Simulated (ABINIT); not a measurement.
# Rh (Fm-3m) in ABINIT: notebook

Aim: see how the results for Rh move with the level of theory and the settings. Levels: AM05, HCTH407. Tasks: equation of state, band structure.

Everything below comes from runs of ABINIT 10.8.3 (patched build). Logs are shortened: lines on timing, memory, paths and dates and some standing lists are left out, and cuts for length are marked. The log counts tension as positive stress, the text compression.

**The experiment to reproduce.**

From “Thermal equation of state of rhodium characterized by XRD in a resistively heated diamond anvil cell”, 2024, pmc:11535440, for a bulk crystal of Rh: bulk modulus 264 ± 1 GPa.

How close the calculation comes is told below.

## 1. The structure

The structure is cubic, space group Fm-3m (No. 225). The conventional cell has a = 3.796 Å, b = 3.796 Å, c = 3.796 Å, α = 90.00°, β = 90.00°, γ = 90.00°. Rh (site symmetry m-3m) is surrounded by 12 Rh at 2.68 Å.

## 2. Equation of state, AM05

File run.abi:

```
# Datasets: one volume each
ndtset 7
getwfk -1
scalecart1 3*0.9795861087
scalecart2 3*0.9864848297
scalecart3 3*0.9932883884
scalecart4 3*1.0000000000
scalecart5 3*1.0066227096
scalecart6 3*1.0131594038
scalecart7 3*1.0196128224

# Pseudopotentials
pp_dirpath "./"
pseudos "Rh.GGA_PBE-JTH.xml"

# Structure
acell 2.6839652093 2.6839652093 2.6839652093 Angstrom
rprim
     0.0000000000     0.7071067812     0.7071067812
     0.7071067812     0.0000000000     0.7071067812
     0.7071067812     0.7071067812     0.0000000000
ntypat 1
znucl 45
natom 1
typat 1
xred
     0.0000000000     0.0000000000     0.0000000000

# Plane-wave basis
ecut 20.0
pawecutdg 40.0

# k points
kptopt 1
ngkpt 12 12 12
nshiftk 1
shiftk 0.0 0.0 0.0

# Exchange and correlation
ixc -120135

# Bands and occupations
nband 13
occopt 3
tsmear 0.00183747

# SCF cycle
nstep 100
tolvrs 1.0e-9

# Output
iomode 3
prtwf 1
prtden 0
prteig 0
prtebands 0
enunit 2
```

Potentials or basis: JTH PAW PBE v2.0.

Command:

```sh
> abinit run.abi > log 2>&1
```

run.abo:

```text
.Version 10.8.3 of ABINIT
 DATASET    1 : space group Fm -3 m (#225); Bravais cF (face-center cubic)
================================================================================
 Values of the parameters that define the memory need for DATASET  1.
     intxc =       0    ionmov =       0      iscf =      17    lmnmax =      18
     lnmax =       6     mgfft =      24  mpssoang =       3    mqgrid =    3001
     natom =       1  nloc_mem =       2    nspden =       1   nspinor =       1
    nsppol =       1      nsym =      48    n1xccc =       1    ntypat =       1
    occopt =       3   xclevel =       2
       mpw =         380          nfft =       13824          nkpt =          72
 PAW method is used; the additional fine FFT grid is defined by:
   mgfftf=        30    nfftf =     27000
================================================================================
================================================================================
[... 71 lines left out ...]
 DATASET    7 : space group Fm -3 m (#225); Bravais cF (face-center cubic)
================================================================================
 Values of the parameters that define the memory need for DATASET  7.
     intxc =       0    ionmov =       0      iscf =      17    lmnmax =      18
     lnmax =       6     mgfft =      24  mpssoang =       3    mqgrid =    3001
     natom =       1  nloc_mem =       2    nspden =       1   nspinor =       1
    nsppol =       1      nsym =      48    n1xccc =       1    ntypat =       1
    occopt =       3   xclevel =       2
       mpw =         432          nfft =       13824          nkpt =          72
 PAW method is used; the additional fine FFT grid is defined by:
   mgfftf=        30    nfftf =     27000
================================================================================
================================================================================

--------------------------------------------------------------------------------
------------- Echo of variables that govern the present computation ------------
--------------------------------------------------------------------------------
 -outvars: echo values of preprocessed input variables --------
            acell      5.0719591770E+00  5.0719591770E+00  5.0719591770E+00 Bohr
              amu      1.02905500E+02
             ecut      2.00000000E+01 Hartree
           enunit           2
           getwfk          -1
                       outvar_i_n : Printing only first  50 k-points.
              ixc     -120135
           jdtset        1    2    3    4    5    6    7
                       outvar_i_n : Printing only first  50 k-points.
         kptrlatt       12    0    0      0   12    0      0    0   12
          kptrlen1     5.96210490E+01
          kptrlen2     6.00409294E+01
          kptrlen3     6.04550179E+01
          kptrlen4     6.08635101E+01
          kptrlen5     6.12665915E+01
          kptrlen6     6.16644376E+01
          kptrlen7     6.20572153E+01
            natom           1
            nband          13
           ndtset           7
            ngfft          24      24      24
          ngfftdg          30      30      30
             nkpt          72
            nstep         100
             nsym          48
           ntypat           1
                       prtocc : prtvol=0, do not print more k-points.
           occopt           3
        pawecutdg      4.00000000E+01 Hartree
         pawxcdev           0
           prtden           0
        prtebands           0
           prteig           0
            rprim1     0.0000000000E+00  6.9267198023E-01  6.9267198023E-01
                       6.9267198023E-01  0.0000000000E+00  6.9267198023E-01
                       6.9267198023E-01  6.9267198023E-01  0.0000000000E+00
            rprim2     0.0000000000E+00  6.9755011263E-01  6.9755011263E-01
                       6.9755011263E-01  0.0000000000E+00  6.9755011263E-01
                       6.9755011263E-01  6.9755011263E-01  0.0000000000E+00
            rprim3     0.0000000000E+00  7.0236095512E-01  7.0236095512E-01
                       7.0236095512E-01  0.0000000000E+00  7.0236095512E-01
                       7.0236095512E-01  7.0236095512E-01  0.0000000000E+00
            rprim4     0.0000000000E+00  7.0710678120E-01  7.0710678120E-01
                       7.0710678120E-01  0.0000000000E+00  7.0710678120E-01
                       7.0710678120E-01  7.0710678120E-01  0.0000000000E+00
            rprim5     0.0000000000E+00  7.1178974407E-01  7.1178974407E-01
                       7.1178974407E-01  0.0000000000E+00  7.1178974407E-01
                       7.1178974407E-01  7.1178974407E-01  0.0000000000E+00
            rprim6     0.0000000000E+00  7.1641188486E-01  7.1641188486E-01
                       7.1641188486E-01  0.0000000000E+00  7.1641188486E-01
                       7.1641188486E-01  7.1641188486E-01  0.0000000000E+00
            rprim7     0.0000000000E+00  7.2097514092E-01  7.2097514092E-01
                       7.2097514092E-01  0.0000000000E+00  7.2097514092E-01
                       7.2097514092E-01  7.2097514092E-01  0.0000000000E+00
          spgroup         225
           tolvrs      1.00000000E-09
           tsmear      1.83747000E-03 Hartree
            typat      1
           useylm           1
                       outvars : Printing only first  50 k-points.
            znucl       45.00000

================================================================================

 chkinp: Checking input parameters for consistency, jdtset=   1.

 chkinp: Checking input parameters for consistency, jdtset=   2.

 chkinp: Checking input parameters for consistency, jdtset=   3.

 chkinp: Checking input parameters for consistency, jdtset=   4.
[... 30 lines left out ...]
 getcut : COMMENT -
  Note that boxcut > 2.2 ; recall that boxcut=Gcut(box)/Gcut(sphere) = 2
  is sufficient for exact treatment of convolution.
  Such a large boxcut is a waste : you could raise ecut
  e.g. ecut=   28.786940 Hartrees makes boxcut=2

 Fine grid specifications (used for densities):

 getcut: wavevector=  0.0000  0.0000  0.0000  ngfft=  30  30  30
         ecut(hartree)=     40.000   => boxcut(ratio)=   2.12319

--- Pseudopotential description ------------------------------------------------
- pspini: atom type   1  psp file is ./Rh.GGA_PBE-JTH.xml
 Pseudopotential format is: paw10
 basis_size (lnmax)=  6 (lmn_size= 18), orbitals=   0   0   1   1   2   2
 Spheres core radius: rc_sph= 2.21251062
 Shapefunction is SIN type: shapef(r)=[sin(pi*r/rshp)/(pi*r/rshp)]**2
 Radius for shape functions =  2.00372819
 Compensation charge density is not taken into account in XC energy/potential

   3.74318991E+02                                ecore*ucvol(ha*bohr**3)
--------------------------------------------------------------------------------

================================================================================

--- !BeginCycle
iteration_state: {dtset: 1, }
solver: {iscf: 17, nstep: 100, nline: 4, wfoptalg: 10, }
tolerances: {tolvrs: 1.00E-09, }
...

     iter   Etot(hartree)      deltaE(h)  residm     nres2
 ETOT  1  -108.75458603528    -1.088E+02 4.202E+01 4.538E+00
 ETOT  2  -111.42077303575    -2.666E+00 1.835E-01 1.244E+01
 ETOT  3  -111.39105788781     2.972E-02 1.088E-01 3.458E+00
 ETOT  4  -111.37861136750     1.245E-02 6.463E-02 6.168E-02
 ETOT  5  -111.37893147921    -3.201E-04 8.784E-03 1.343E-02
 ETOT  6  -111.37889745229     3.403E-05 1.315E-03 4.606E-03
 ETOT  7  -111.37888170876     1.574E-05 8.229E-04 1.136E-04
 ETOT  8  -111.37888184418    -1.354E-07 1.088E-03 2.549E-06
 ETOT  9  -111.37888187503    -3.085E-08 1.536E-03 2.140E-06
 ETOT 10  -111.37888188339    -8.364E-09 1.724E-03 4.077E-06
 ETOT 11  -111.37888216639    -2.830E-07 2.069E-03 8.284E-05
[... 1234 lines left out ...]
 Cartesian components of stress tensor (hartree/bohr^3)
  sigma(1 1)=  6.46980417E-04  sigma(3 2)=  0.00000000E+00
  sigma(2 2)=  6.46980417E-04  sigma(3 1)=  0.00000000E+00
  sigma(3 3)=  6.46980417E-04  sigma(2 1)=  0.00000000E+00

-Cartesian components of stress tensor (GPa)         [Pressure= -1.9035E+01 GPa]
- sigma(1 1)=  1.90348210E+01  sigma(3 2)=  0.00000000E+00
- sigma(2 2)=  1.90348210E+01  sigma(3 1)=  0.00000000E+00
- sigma(3 3)=  1.90348210E+01  sigma(2 1)=  0.00000000E+00

== END DATASET(S) ==============================================================
================================================================================

 -outvars: echo values of variables after computation  --------
            acell      5.0719591770E+00  5.0719591770E+00  5.0719591770E+00 Bohr
           etotal1    -1.1137888188E+02
           etotal2    -1.1137955997E+02
           etotal3    -1.1137980679E+02
           etotal4    -1.1137967113E+02
           etotal5    -1.1137918614E+02
           etotal6    -1.1137839153E+02
           etotal7    -1.1137732790E+02
            fcart1    -0.0000000000E+00 -0.0000000000E+00 -0.0000000000E+00
            fcart2    -0.0000000000E+00 -0.0000000000E+00 -0.0000000000E+00
            fcart3    -0.0000000000E+00 -0.0000000000E+00 -0.0000000000E+00
            fcart4    -0.0000000000E+00 -0.0000000000E+00 -0.0000000000E+00
            fcart5    -0.0000000000E+00 -0.0000000000E+00 -0.0000000000E+00
            fcart6    -0.0000000000E+00 -0.0000000000E+00 -0.0000000000E+00
            fcart7    -0.0000000000E+00 -0.0000000000E+00 -0.0000000000E+00
            rprim1     0.0000000000E+00  6.9267198023E-01  6.9267198023E-01
                       6.9267198023E-01  0.0000000000E+00  6.9267198023E-01
                       6.9267198023E-01  6.9267198023E-01  0.0000000000E+00
            rprim2     0.0000000000E+00  6.9755011263E-01  6.9755011263E-01
                       6.9755011263E-01  0.0000000000E+00  6.9755011263E-01
                       6.9755011263E-01  6.9755011263E-01  0.0000000000E+00
            rprim3     0.0000000000E+00  7.0236095512E-01  7.0236095512E-01
                       7.0236095512E-01  0.0000000000E+00  7.0236095512E-01
[... 9 lines left out ...]
                       7.1641188486E-01  7.1641188486E-01  0.0000000000E+00
            rprim7     0.0000000000E+00  7.2097514092E-01  7.2097514092E-01
                       7.2097514092E-01  0.0000000000E+00  7.2097514092E-01
                       7.2097514092E-01  7.2097514092E-01  0.0000000000E+00
           strten1    -4.9098231078E-04 -4.9098231078E-04 -4.9098231078E-04
                       0.0000000000E+00  0.0000000000E+00  0.0000000000E+00
           strten2    -2.4066051422E-04 -2.4066051422E-04 -2.4066051422E-04
                       0.0000000000E+00  0.0000000000E+00  0.0000000000E+00
           strten3    -2.2925758372E-05 -2.2925758372E-05 -2.2925758372E-05
                       0.0000000000E+00  0.0000000000E+00  0.0000000000E+00
           strten4     1.7504936302E-04  1.7504936302E-04  1.7504936302E-04
                       0.0000000000E+00  0.0000000000E+00  0.0000000000E+00
           strten5     3.5434280542E-04  3.5434280542E-04  3.5434280542E-04
                       0.0000000000E+00  0.0000000000E+00  0.0000000000E+00
           strten6     5.1026050668E-04  5.1026050668E-04  5.1026050668E-04
                       0.0000000000E+00  0.0000000000E+00  0.0000000000E+00
           strten7     6.4698041693E-04  6.4698041693E-04  6.4698041693E-04
                       0.0000000000E+00  0.0000000000E+00  0.0000000000E+00
 Calculation completed.
```

Run time: 1.8 min. Hardware: 1 thread of Arm Neoverse V1, shared host; peak memory 0.13 GiB.

Results:

```
Equilibrium volume                      : 13.43 Å³/atom
Bulk modulus                            : 298 GPa
Pressure derivative of the bulk modulus : 4.5
```

Energy against volume, from the lowest point:
```csv
volume (Å³/atom),energy (meV/atom)
12.851,25.17
13.125,6.72
13.398,0.00
13.671,3.69
13.945,16.89
14.218,38.51
14.492,67.45
```

Caveat: pressures at fixed basis lie under the slope of the energies; the PAW data sets were made with another functional, which shifts forces and pressure a little.

[end of part 1 of 2]
